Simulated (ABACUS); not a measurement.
Set up this calculation in ABACUS 3.10.1, as the native input.

```
Task                                          : band structure
Functional                                    : PBEsol
Potentials or basis                           : PseudoDojo NC SR 0.4 PBEsol stringent
Cutoff                                        : 1361 eV
Density cutoff                                : 5442 eV
Basis                                         : DZP LCAO (the cutoffs set its grid)
Occupations                                   : fermi-dirac, width 0.05 eV
Spin                                          : no spin polarisation
Orbital files                                 : Mo Mo_confined-atom_7au_3s2p2d1f.orb
Radial cutoff of the potentials (pseudo_rcut) : 10 bohr
Density                                       : read from an earlier self-consistent run
Path                                          : G-H-N-G-P-H, P-N
Points for each segment of the path           : 10
SCF threshold on the density                  : 1e-07
Max SCF steps                                 : 100
Eigensolver                                   : genelpa
Mixing                                        : broyden
Mixing share                                  : 0.7
Symmetry key                                  : -1
```

Mo:

```
CELL_PARAMETERS angstrom
-1.58381 1.58381 1.58381
1.58381 -1.58381 1.58381
1.58381 1.58381 -1.58381
ATOMIC_POSITIONS crystal
Mo 0.00000 0.00000 0.00000
```

The input as run:

INPUT

```
INPUT_PARAMETERS
suffix              Mo
calculation         nscf
basis_type          lcao
pseudo_dir          ./
orbital_dir         ./
symmetry            -1
dft_functional      pbesol
ecutwfc             100.0
pseudo_rcut         10
nspin               1
nbands              17
ks_solver           genelpa
smearing_method     fd
smearing_sigma      0.00367493
scf_thr             1e-07
scf_nmax            100
mixing_type         broyden
mixing_beta         0.7
init_chg            file
out_band            1
```

STRU

```
ATOMIC_SPECIES
Mo 95.9500 Mo.upf

NUMERICAL_ORBITAL
Mo_confined-atom_7au_3s2p2d1f.orb

LATTICE_CONSTANT
1.8897261246

LATTICE_VECTORS
-1.5838089719 1.5838089719 1.5838089719
1.5838089719 -1.5838089719 1.5838089719
1.5838089719 1.5838089719 -1.5838089719

ATOMIC_POSITIONS
Direct

Mo
0.0
1
0.0000000000 0.0000000000 0.0000000000 1 1 1
```

KPT

```
K_POINTS
8
Line
0.00000000 0.00000000 0.00000000 10 // G
0.50000000 -0.50000000 0.50000000 10 // H
0.00000000 0.00000000 0.50000000 10 // N
0.00000000 0.00000000 0.00000000 10 // G
0.25000000 0.25000000 0.25000000 10 // P
0.50000000 -0.50000000 0.50000000 1 // H
0.25000000 0.25000000 0.25000000 10 // P
0.00000000 0.00000000 0.50000000 1 // N
```

Potentials or basis: PseudoDojo NC SR 0.4 PBEsol stringent, DZP LCAO (the cutoffs set its grid).

Run with:

```bash
$ OMP_NUM_THREADS=1 mpirun -np 4 abacus > log
```

Wall time 0.73 s on 4 MPI ranks on Intel(R) Xeon(R) Platinum 8559C (Emerald Rapids), with other jobs on the host, peak memory 0.36 GiB a rank.
